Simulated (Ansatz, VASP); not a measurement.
## One calculation of Cs, two programs

```
Cs
1.0
     5.09757   -5.11047    0.00000
     5.09757    5.11047    0.00000
     0.00000    0.00000   12.97461
Cs
5
Direct
  0.50000 0.00000 0.30753
  0.00000 0.50000 0.69247
  0.00000 0.50000 0.30753
  0.50000 0.00000 0.69247
  0.00000 0.00000 0.00000
```

Alike in both runs: functional PBE; k mesh 6 × 6 × 4; occupations gaussian, width 0.1 eV; no spin polarisation.

Ansatz relaxed the structure, and its values are those at the end. VASP's run is a single point on that final structure, the one shown.

```csv
,VASP,Ansatz
version,VASP 6.6.1,Ansatz 0.2.0
potentials or method,"VASP PAW PBE potentials, release 64 (Cs_sv)","scalar-relativistic, plane waves, PAW"
plane-wave cutoff (eV),520,420
valence electrons in the cell,45,45
```

|  | VASP | Ansatz | Ansatz less VASP |
| --- | --- | --- | --- |
| gap on the k mesh at the Fermi level (eV) | none | none | - |
| pressure (GPa) | 0.0 | 0.0 | +0.01 |

A gap of «none» marks a metal or a gap that the smearing closes. The functional is the same, so the differences come from potentials, cutoffs and numerics.

The runs have no spin-orbit coupling, so splittings on Cs are missing.
